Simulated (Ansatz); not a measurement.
**W(100) with 4 layers of random W-Al, 2x2: scattering by chemical disorder**

How strongly does chemical disorder scatter in W(100) with 4 layers of random W-Al, 2x2?

Calculated with Ansatz 0.2.0; Ansatz plane-wave DFT, PBE, PAW files; ballistic transport by layer matching (Landauer), zero bias; PAW set soft_1.

### 1. The structure

The cell holds 56 atoms: 48 W and 8 Al. Cell: a = 6.330 Å, b = 6.330 Å, c = 22.154 Å, α = 90.0°, β = 90.0°, γ = 90.0°. It derives from W. Regions: lead, 40 atoms (40 W); scattering region, 16 atoms (8 Al and 8 W). The structure is stacked along c, and the current runs across the ab planes.

### 2. With 4 alloy layers

In 4 layers a share of 0.5 of the sites is given to Al at random. The layers about the cell's end stay perfect and serve as the lead. Disorder leaves little or no symmetry, which makes such runs dear. Energies from -0.05 to 0.05 eV in steps of 0.05 eV are too few for the program's thermal sum, so it prints no conductance; for a metal the transmission near the Fermi level serves, at a fraction of the cost.

Input file input.yaml:

```yaml
crystal:
  lattice:
    - [6.3296, 0.0, 0.0]
    - [0.0, 6.3296, 0.0]
    - [0.0, 0.0, 22.1536]
  atoms:
    - { symbol: W, position: [0.0, 0.0, 0.0357142857] }
    - { symbol: W, position: [0.0, 0.5, 0.0357142857] }
    - { symbol: W, position: [0.5, 0.0, 0.0357142857] }
    - { symbol: W, position: [0.5, 0.5, 0.0357142857] }
    - { symbol: W, position: [0.25, 0.25, 0.1071428571] }
    - { symbol: W, position: [0.25, 0.75, 0.1071428571] }
    - { symbol: W, position: [0.75, 0.25, 0.1071428571] }
    - { symbol: W, position: [0.75, 0.75, 0.1071428571] }
    - { symbol: W, position: [0.0, 0.0, 0.1785714286] }
    - { symbol: W, position: [0.0, 0.5, 0.1785714286] }
    - { symbol: W, position: [0.5, 0.0, 0.1785714286] }
    - { symbol: W, position: [0.5, 0.5, 0.1785714286] }
    - { symbol: W, position: [0.25, 0.25, 0.25] }
    - { symbol: W, position: [0.25, 0.75, 0.25] }
    - { symbol: W, position: [0.75, 0.25, 0.25] }
    - { symbol: W, position: [0.75, 0.75, 0.25] }
    - { symbol: W, position: [0.0, 0.0, 0.3214285714] }
    - { symbol: W, position: [0.0, 0.5, 0.3214285714] }
    - { symbol: W, position: [0.5, 0.0, 0.3214285714] }
    - { symbol: W, position: [0.5, 0.5, 0.3214285714] }
    - { symbol: Al, position: [0.25, 0.25, 0.3928571429] }
    - { symbol: W, position: [0.25, 0.75, 0.3928571429] }
    - { symbol: W, position: [0.75, 0.25, 0.3928571429] }
    - { symbol: W, position: [0.75, 0.75, 0.3928571429] }
    - { symbol: Al, position: [0.0, 0.0, 0.4642857143] }
    - { symbol: W, position: [0.0, 0.5, 0.4642857143] }
    - { symbol: Al, position: [0.5, 0.0, 0.4642857143] }
    - { symbol: Al, position: [0.5, 0.5, 0.4642857143] }
    - { symbol: Al, position: [0.25, 0.25, 0.5357142857] }
    - { symbol: W, position: [0.25, 0.75, 0.5357142857] }
    - { symbol: W, position: [0.75, 0.25, 0.5357142857] }
    - { symbol: W, position: [0.75, 0.75, 0.5357142857] }
    - { symbol: Al, position: [0.0, 0.0, 0.6071428571] }
    - { symbol: Al, position: [0.0, 0.5, 0.6071428571] }
    - { symbol: W, position: [0.5, 0.0, 0.6071428571] }
    - { symbol: Al, position: [0.5, 0.5, 0.6071428571] }
    - { symbol: W, position: [0.25, 0.25, 0.6785714286] }
    - { symbol: W, position: [0.25, 0.75, 0.6785714286] }
    - { symbol: W, position: [0.75, 0.25, 0.6785714286] }
    - { symbol: W, position: [0.75, 0.75, 0.6785714286] }
    - { symbol: W, position: [0.0, 0.0, 0.75] }
    - { symbol: W, position: [0.0, 0.5, 0.75] }
    - { symbol: W, position: [0.5, 0.0, 0.75] }
    - { symbol: W, position: [0.5, 0.5, 0.75] }
    - { symbol: W, position: [0.25, 0.25, 0.8214285714] }
    - { symbol: W, position: [0.25, 0.75, 0.8214285714] }
    - { symbol: W, position: [0.75, 0.25, 0.8214285714] }
    - { symbol: W, position: [0.75, 0.75, 0.8214285714] }
    - { symbol: W, position: [0.0, 0.0, 0.8928571429] }
    - { symbol: W, position: [0.0, 0.5, 0.8928571429] }
    - { symbol: W, position: [0.5, 0.0, 0.8928571429] }
    - { symbol: W, position: [0.5, 0.5, 0.8928571429] }
    - { symbol: W, position: [0.25, 0.25, 0.9642857143] }
    - { symbol: W, position: [0.25, 0.75, 0.9642857143] }
    - { symbol: W, position: [0.75, 0.25, 0.9642857143] }
    - { symbol: W, position: [0.75, 0.75, 0.9642857143] }
kpoints:
  mp_grid: { grid: [4, 4, 1] }
hamiltonian:
  xc: pbe
  pseudopotentials: { kind: paw, azcp: { folder: soft_1 } }
scf:
  occupations: { method: fermi_dirac, width: 0.1 }
output:
  transmission: { leads: [[0, 4]], kmesh: [8, 8], e_range: [-0.05, 0.05], de: 0.05 }
  write_potential: true
  write_density: true
  volumetric_format: npy
```

Launch:

```console
$ ansatz run input.yaml --threads 4 --pin off --max-ram 15360MiB --backend cpu --events-out ev --progress --plain --runs-dir out
```

Numbers of over 12 decimals in the logs are rounded to 6 here.

The log of the run:

```text
Engine: ansatz 0.2.0, aarch64-unknown-linux-gnu
Pseudopotentials: kind: paw
Pseudopotential: W, paw, valence charge 14, recommended cutoff 420 eV (normal), soft_1/W.paw.azcp
Pseudopotential: Al, paw, valence charge 3, recommended cutoff 420 eV (normal), soft_1/Al.paw.azcp
Functional definition: PBE
  parameter kappa = 0.804
  parameter beta = 0.066725
  exchange = pbe_x(kappa = kappa, mu = beta*pi^2/3)
  correlation = pbe_c(beta = beta)
Crystal: 56 atoms, lattice volume = 887.558 Å³
Basis set: ecut = 420 eV, 17351 PW (Γ)
Bands: 418, of which v1, the nominal top of the filled ones, is band 348 counted from 1 (347 counted from 0)
Symmetry: 2 space group operations
Space group: Cm (ITA 8), of the structure as read, at distance tolerance 9.6e-5 Å
k-points: 7 of 16 (time reversal used)
Non-local potential: W, projectors of the file, l = 0: 3, l = 1: 2, l = 2: 2, l = 3: 1
Non-local potential: Al, projectors of the file, l = 0: 2, l = 1: 2, l = 2: 1
PAW form: soft (Blöchl's): semilocal exchange-correlation on the pseudo side does not see the compensation charge
PAW one-centre angular grid: W, 590 points (default); XC on 64 Gauss nodes
PAW one-centre angular grid: Al, 110 points (default); XC on 64 Gauss nodes
Initial density: superposition of atomic densities (chi_scale 0.1, normalization cell, long waves of neutral atoms (reshape's long-wave potential 4.45 eV rms, cloud 2.83 Å wide))
Initial wavefunctions: pseudopotential atomic-orbital guess
Functional: x = pbe(κ = 0.804, μ = 0.219515), c = pbe(β = 0.066725)
SCF iter   1: F=—  HF=-502833.560781 eV  |F-HF|=—  |Δ(HF+E_count)|=         —  Δρ=6.09e-2  dr2=1.07e2  ethr=3.10e-3  ⟨swp⟩=5.9  Hψ=11386  notcnv=0
preconditioner: auto → Kerker (q_TF=auto, 2.620 Å⁻¹)  [metal: Δε(μ)=0.036 eV  Ē_g=5.320 eV  σ=0.100 eV  W_gap=0.09  n_scr=270 (ndim 8)  ℏωp=22.0 eV  f_vac=0.000  D(μ)=24.59/eV (n_scr^D=178)]
SCF iter   2: F=—  HF=-502826.041279 eV  |F-HF|=—  |Δ(HF+E_count)|=    7.52e0  Δρ=3.64e-2  dr2=4.07e1  ethr=3.10e-3  ⟨swp⟩=3.0  Hψ=4724  notcnv=0  defer=30
SCF iter   3: F=—  HF=-502822.338378 eV  |F-HF|=—  |Δ(HF+E_count)|=    3.70e0  Δρ=3.69e-3  dr2=1.36e-1  ethr=3.10e-3  ⟨swp⟩=3.0  Hψ=5738  notcnv=0  defer=20
SCF iter   4: F=—  HF=-502822.328883 eV  |F-HF|=—  |Δ(HF+E_count)|=   9.50e-3  Δρ=9.68e-4  dr2=6.69e-2  ethr=1.96e-5  ⟨swp⟩=3.4  Hψ=6389  notcnv=0  defer=7
SCF iter   5: F=—  HF=-502822.326826 eV  |F-HF|=—  |Δ(HF+E_count)|=   2.06e-3  Δρ=2.30e-4  dr2=5.43e-3  ethr=9.61e-6  ⟨swp⟩=1.0  Hψ=2919  notcnv=0  defer=7
SCF iter   6: F=—  HF=-502822.326598 eV  |F-HF|=—  |Δ(HF+E_count)|=   2.28e-4  Δρ=4.57e-5  dr2=1.08e-4  ethr=7.80e-7  ⟨swp⟩=1.0  Hψ=2919  notcnv=0  defer=7
SCF iter   7: F=—  HF=-502822.326563 eV  |F-HF|=—  |Δ(HF+E_count)|=   3.44e-5  Δρ=8.11e-6  dr2=1.43e-5  ethr=1.55e-8  ⟨swp⟩=1.9  Hψ=3124  notcnv=0  defer=7
SCF iter   8: F=—  HF=-502822.326016 eV  |F-HF|=—  |Δ(HF+E_count)|=   5.48e-4  Δρ=3.01e-6  dr2=1.80e-6  ethr=2.05e-9  ⟨swp⟩=1.0  Hψ=2926  notcnv=0  defer=7
SCF iter   9: F=-502822.326016 eV  HF=-502822.326016 eV  |F-HF|=3.53e-8  |Δ(HF+E_count)|=   4.26e-8  Δρ=5.37e-7  dr2=3.62e-8  ethr=1.44e-11  ⟨swp⟩=7.3  Hψ=8197  notcnv=0
SCF 1 converged in 9 iterations: F = -502822.326016 eV  dr2 = 3.62e-8
  greatest PAW one-centre occupation: 0.999 electrons in one spin orbital (limit 2), on the W atom at site 12 (counted from 0), in its partial waves of l = 0
transmission: 60 of 588 steps passed
transmission: 126 of 588 steps passed
[...]
transmission: 588 of 588 steps passed
SCF converged after 9 iterations
Free energy (F): -502822.326016 eV
Harris-Foulkes:  -502822.326016 eV  (|F-HF|=3.53e-8)
Internal energy: -502821.347962 eV  (E = F + TS)
E sigma→0 (E₀):  -502821.836989 eV
Entropy (-TS):   -0.978054 eV (-17.465 meV/atom)
Fermi energy:    20.282855 eV
--- Per-component energies (eV) ---
  E_band       = -5019.147226
  E_kinetic    = 20427.669921
  E_local      = -64078.160812  (includes V_loc(G=0)·N_el)
  E_nonlocal   = -1139.539945
  E_hartree    = 29468.194120
  E_xc         = -13152.016044
  E_vxc        = -11339.144665  (∫ρ·V_xc dr)
  E_paw        = -415492.505761  (= ΣΔE_a)
  E_vpaw       = -7826.409273  (= ΣTr[D̂ρ^β])
  E_aug_tail   = 0.007057  (compensation charges beyond the density's cutoff)
  E_ewald      = -58854.996497
  E_smearing   = -0.978054  (= −TS)
  E_closure    = 0.000000  (closes the sum)
  Σ components = -502822.326016   (vs F -502822.326016, Δ=0.00e0)
--- Band table (eV; the first three rows and the last of 7) ---
  k-point 0: bands = [... 344 lower, 20.1640, 20.1974, 20.2153, 20.2432, 20.3133, 20.3374, 20.4320, 20.5065, ... 66 higher]
  k-point 1: bands = [... 344 lower, 20.1080, 20.1239, 20.2149, 20.2846, 20.3169, 20.3523, 20.4144, 20.4422, ... 66 higher]
  k-point 2: bands = [... 344 lower, 20.1447, 20.1847, 20.3191, 20.4452, 20.4792, 20.5124, 20.5385, 20.5553, ... 66 higher]
  k-point 6: bands = [... 344 lower, 19.8932, 19.9292, 20.0177, 20.1057, 20.1218, 20.1949, 20.2655, 20.4632, ... 66 higher]
--- Transmission ---
  basis      : 349 plane waves across, 28 finite elements along
  points     : 21, standing for a mesh of 8 x 8
  energies   : 3 from -0.050000 to 0.050000 eV about the Fermi level, 0.050000 eV apart; the leads are filled to 0.000000 eV, and channels, transmission and decay are at 0.000000 eV
  crystal 0  : W4, at the sites [0, 4], period 1.5824 Å, over 15.82 Å; its Hamiltonian steps by up to 55.8 meV: too much for a lead, lay more layers or, if its atoms are ordered, name the step of that order
    offset         : up to 0.0000 Å between an atom of the period and one for which it stands
    channels       : 5.281250e0 a spin
    conductance    : none, the energies end too early or step too widely for 300 K: set another output.transmission.e_range or a lower de, or, where they end at an eighth of basis.ecutwfc, a higher one
    slowest decay  : 0.0375 /Å at (0.5000, 0.5000)
  junction   : crystal 0 to crystal 0, 0.70 to 21.27 Å
    transmission   : 1.349531e0 a spin
    conductance    : none, the energies end too early or step too widely for 300 K: set another output.transmission.e_range or a lower de, or, where they end at an eighth of basis.ecutwfc, a higher one
```

The job ended after 11 min (4 threads of Arm Neoverse V1, shared host; peak memory 6.9 GiB; 36 min of CPU time).

Reading the cycles: dr2 is the Hartree energy of the density residual (eV), the measure of convergence; HF is the Harris–Foulkes estimate of the energy, which meets the free energy F at convergence.

Numbers from this step:

```
free energy                                    : -502822.3260 eV
energy at zero smearing                        : -502821.8370 eV
Fermi energy                                   : 20.28 eV
cell area                                      : 40.06 Å²
transmission per spin nearest the Fermi level  : 1.350
open channels per spin nearest the Fermi level : 5.281
step of the lead's potential                   : 55.8 meV
```

Per spin. Transmission, zone mean against energy, zero at the Fermi level:

```csv
energy (eV),"transmission, zone mean"
-0.0500,1.27
0.0000,1.35
0.0500,1.44
```

Per spin. Open channels, zone mean, lead against energy, zero at the Fermi level:

```csv
energy (eV),"open channels, zone mean, lead"
-0.0500,4.66
0.0000,5.28
0.0500,5.78
```

Transmission over k1 and k2. At 0.0000 eV from the Fermi level.

Values, 8 rows by 8 columns:
```
0.66 0.27 0.90 0.86 0.91 1.41 1.23 0.14
0.65 0.90 0.83 1.31 1.73 1.61 0.93 1.23
0.54 0.86 1.31 3.09 3.95 3.26 1.61 1.41
1.00 0.91 1.73 3.95 4.32 3.95 1.73 0.91
0.54 1.41 1.61 3.26 3.95 3.09 1.31 0.86
0.65 1.23 0.93 1.61 1.73 1.31 0.83 0.90
0.66 0.14 1.23 1.41 0.91 0.86 0.90 0.27
0.00 0.66 0.65 0.54 1.00 0.54 0.65 0.66
```
Columns: k1 (b1) from -0.5 to 0.375; rows upwards: k2 (b2) from -0.5 to 0.375.

Open channels over k1 and k2. At 0.0000 eV from the Fermi level.

Ten even steps from '0' (0.0) to '9' (14.0):
```
10223220
12155512
22599952
23599953
22599952
12155512
10223220
01122211
```
Columns: k1 (b1) from -0.5 to 0.375; rows upwards: k2 (b2) from -0.5 to 0.375.

Over the solved energies the transmission per spin lies between 1.27 and 1.44, out of 5.24 channels of the lead on average (up to 5.78). The log calls the step of a lead's potential too much.

### 3. With 8 alloy layers

In 8 layers a share of 0.5 of the sites is given to Al at random. A fresh draw is used; the growth of the resistance with length is what counts.

System of this step: W(100) with 8 layers of random W-Al, 2x2. The cell holds 72 atoms: 56 W and 16 Al. Cell: a = 6.330 Å, b = 6.330 Å, c = 28.483 Å, α = 90.0°, β = 90.0°, γ = 90.0°. It derives from W. Regions: lead, 40 atoms (40 W); scattering region, 32 atoms (16 W and 16 Al). The structure is stacked along c, and the current runs across the ab planes.

Input file input.yaml:

```yaml
crystal:
  lattice:
    - [6.3296, 0.0, 0.0]
    - [0.0, 6.3296, 0.0]
    - [0.0, 0.0, 28.4832]
  atoms:
    - { symbol: W, position: [0.0, 0.0, 0.0277777778] }
    - { symbol: W, position: [0.0, 0.5, 0.0277777778] }
    - { symbol: W, position: [0.5, 0.0, 0.0277777778] }
    - { symbol: W, position: [0.5, 0.5, 0.0277777778] }
    - { symbol: W, position: [0.25, 0.25, 0.0833333333] }
    - { symbol: W, position: [0.25, 0.75, 0.0833333333] }
    - { symbol: W, position: [0.75, 0.25, 0.0833333333] }
    - { symbol: W, position: [0.75, 0.75, 0.0833333333] }
    - { symbol: W, position: [0.0, 0.0, 0.1388888889] }
    - { symbol: W, position: [0.0, 0.5, 0.1388888889] }
    - { symbol: W, position: [0.5, 0.0, 0.1388888889] }
    - { symbol: W, position: [0.5, 0.5, 0.1388888889] }
    - { symbol: W, position: [0.25, 0.25, 0.1944444444] }
    - { symbol: W, position: [0.25, 0.75, 0.1944444444] }
    - { symbol: W, position: [0.75, 0.25, 0.1944444444] }
    - { symbol: W, position: [0.75, 0.75, 0.1944444444] }
    - { symbol: W, position: [0.0, 0.0, 0.25] }
    - { symbol: W, position: [0.0, 0.5, 0.25] }
    - { symbol: W, position: [0.5, 0.0, 0.25] }
    - { symbol: W, position: [0.5, 0.5, 0.25] }
    - { symbol: W, position: [0.25, 0.25, 0.3055555556] }
    - { symbol: W, position: [0.25, 0.75, 0.3055555556] }
    - { symbol: W, position: [0.75, 0.25, 0.3055555556] }
    - { symbol: Al, position: [0.75, 0.75, 0.3055555556] }
    - { symbol: Al, position: [0.0, 0.0, 0.3611111111] }
    - { symbol: W, position: [0.0, 0.5, 0.3611111111] }
    - { symbol: Al, position: [0.5, 0.0, 0.3611111111] }
    - { symbol: W, position: [0.5, 0.5, 0.3611111111] }
    - { symbol: Al, position: [0.25, 0.25, 0.4166666667] }
    - { symbol: Al, position: [0.25, 0.75, 0.4166666667] }
    - { symbol: W, position: [0.75, 0.25, 0.4166666667] }
    - { symbol: Al, position: [0.75, 0.75, 0.4166666667] }
    - { symbol: W, position: [0.0, 0.0, 0.4722222222] }
    - { symbol: W, position: [0.0, 0.5, 0.4722222222] }
    - { symbol: W, position: [0.5, 0.0, 0.4722222222] }
    - { symbol: Al, position: [0.5, 0.5, 0.4722222222] }
    - { symbol: Al, position: [0.25, 0.25, 0.5277777778] }
    - { symbol: Al, position: [0.25, 0.75, 0.5277777778] }
    - { symbol: Al, position: [0.75, 0.25, 0.5277777778] }
    - { symbol: Al, position: [0.75, 0.75, 0.5277777778] }
    - { symbol: W, position: [0.0, 0.0, 0.5833333333] }
    - { symbol: W, position: [0.0, 0.5, 0.5833333333] }
    - { symbol: Al, position: [0.5, 0.0, 0.5833333333] }
    - { symbol: Al, position: [0.5, 0.5, 0.5833333333] }
    - { symbol: Al, position: [0.25, 0.25, 0.6388888889] }
    - { symbol: W, position: [0.25, 0.75, 0.6388888889] }
    - { symbol: W, position: [0.75, 0.25, 0.6388888889] }
    - { symbol: W, position: [0.75, 0.75, 0.6388888889] }
    - { symbol: W, position: [0.0, 0.0, 0.6944444444] }
    - { symbol: W, position: [0.0, 0.5, 0.6944444444] }
    - { symbol: Al, position: [0.5, 0.0, 0.6944444444] }
    - { symbol: Al, position: [0.5, 0.5, 0.6944444444] }
    - { symbol: W, position: [0.25, 0.25, 0.75] }
    - { symbol: W, position: [0.25, 0.75, 0.75] }
    - { symbol: W, position: [0.75, 0.25, 0.75] }
    - { symbol: W, position: [0.75, 0.75, 0.75] }
    - { symbol: W, position: [0.0, 0.0, 0.8055555556] }
    - { symbol: W, position: [0.0, 0.5, 0.8055555556] }
    - { symbol: W, position: [0.5, 0.0, 0.8055555556] }
    - { symbol: W, position: [0.5, 0.5, 0.8055555556] }
    - { symbol: W, position: [0.25, 0.25, 0.8611111111] }
    - { symbol: W, position: [0.25, 0.75, 0.8611111111] }
    - { symbol: W, position: [0.75, 0.25, 0.8611111111] }
    - { symbol: W, position: [0.75, 0.75, 0.8611111111] }
    - { symbol: W, position: [0.0, 0.0, 0.9166666667] }
    - { symbol: W, position: [0.0, 0.5, 0.9166666667] }
    - { symbol: W, position: [0.5, 0.0, 0.9166666667] }
    - { symbol: W, position: [0.5, 0.5, 0.9166666667] }
    - { symbol: W, position: [0.25, 0.25, 0.9722222222] }
    - { symbol: W, position: [0.25, 0.75, 0.9722222222] }
    - { symbol: W, position: [0.75, 0.25, 0.9722222222] }
    - { symbol: W, position: [0.75, 0.75, 0.9722222222] }
kpoints:
  mp_grid: { grid: [4, 4, 1] }
hamiltonian:
  xc: pbe
  pseudopotentials: { kind: paw, azcp: { folder: soft_1 } }
scf:
  occupations: { method: fermi_dirac, width: 0.1 }
output:
  transmission: { leads: [[0, 4]], kmesh: [8, 8], e_range: [-0.05, 0.05], de: 0.05 }
  write_potential: true
  write_density: true
  volumetric_format: npy
```

The log of the run:

```text
[...]
Crystal: 72 atoms, lattice volume = 1141.146 Å³
Basis set: ecut = 420 eV, 22299 PW (Γ)
Bands: 500, of which v1, the nominal top of the filled ones, is band 416 counted from 1 (415 counted from 0)
Symmetry: 1 space group operations
[...]
k-points: 10 of 16 (time reversal used)
[...]
SCF iter   1: F=—  HF=-590222.033713 eV  |F-HF|=—  |Δ(HF+E_count)|=         —  Δρ=5.83e-2  dr2=9.44e1  ethr=3.10e-3  ⟨swp⟩=6.1  Hψ=20278  notcnv=0
[...]
SCF iter   9: F=-590209.157882 eV  HF=-590209.157882 eV  |F-HF|=1.46e-8  |Δ(HF+E_count)|=   3.99e-8  Δρ=5.96e-7  dr2=1.68e-8  ethr=1.20e-11  ⟨swp⟩=6.8  Hψ=12773  notcnv=0
SCF 1 converged in 9 iterations: F = -590209.157882 eV  dr2 = 1.68e-8
[...]
transmission: 123 of 1224 steps passed
transmission: 249 of 1224 steps passed
[...]
transmission: 1224 of 1224 steps passed
SCF converged after 9 iterations
Free energy (F): -590209.157882 eV
[...]
Internal energy: -590207.910611 eV  (E = F + TS)
E sigma→0 (E₀):  -590208.534246 eV
Entropy (-TS):   -1.247271 eV (-17.323 meV/atom)
Fermi energy:    19.153110 eV
[...]
--- Band table (eV; the first three rows and the last of 10) ---
  k-point 0: bands = [... 412 lower, 19.0663, 19.0924, 19.1136, 19.1312, 19.2558, 19.2830, 19.3299, 19.3587, ... 80 higher]
  k-point 1: bands = [... 412 lower, 19.0088, 19.0573, 19.1110, 19.1334, 19.1546, 19.2339, 19.2557, 19.2724, ... 80 higher]
  k-point 2: bands = [... 412 lower, 19.0746, 19.1422, 19.1863, 19.2766, 19.3154, 19.3474, 19.3875, 19.4043, ... 80 higher]
  k-point 9: bands = [... 412 lower, 18.7305, 18.8009, 18.8434, 18.9156, 18.9857, 19.0336, 19.1547, 19.1903, ... 80 higher]
--- Transmission ---
  basis      : 349 plane waves across, 36 finite elements along
  points     : 34, standing for a mesh of 8 x 8
[...]
channels       : 5.281250e0 a spin
[...]
slowest decay  : 0.0380 /Å at (0.5000, 0.5000)
  junction   : crystal 0 to crystal 0, 0.70 to 27.60 Å
    transmission   : 9.585462e-1 a spin
[...]
```

It took 24 min on 4 threads; peak memory 9.8 GiB; 80 min of CPU time.

This step gave:

```
free energy                                   : -590209.1579 eV
energy at zero smearing                       : -590208.5342 eV
Fermi energy                                  : 19.15 eV
transmission per spin nearest the Fermi level : 0.9585
step of the lead's potential                  : 42.9 meV
```

Per spin. Transmission, zone mean against energy, zero at the Fermi level:

```csv
energy (eV),"transmission, zone mean"
-0.0500,0.940
0.0000,0.959
0.0500,1.08
```

Over the solved energies the transmission per spin lies between 0.940 and 1.08, out of 5.20 channels of the lead on average (up to 5.66). The log calls the step of a lead's potential too much.

[end of part 1 of 2]

[Logs are printed without paths, hosts, clocks, repeated set-up lines and the standing remarks that a program may print on its own settings, such as how far it seeks lower states.]

[Hosts, paths, dates, database ids (printed as entryN), source tags and the programs' standing remarks are cut or masked in the printed files.]
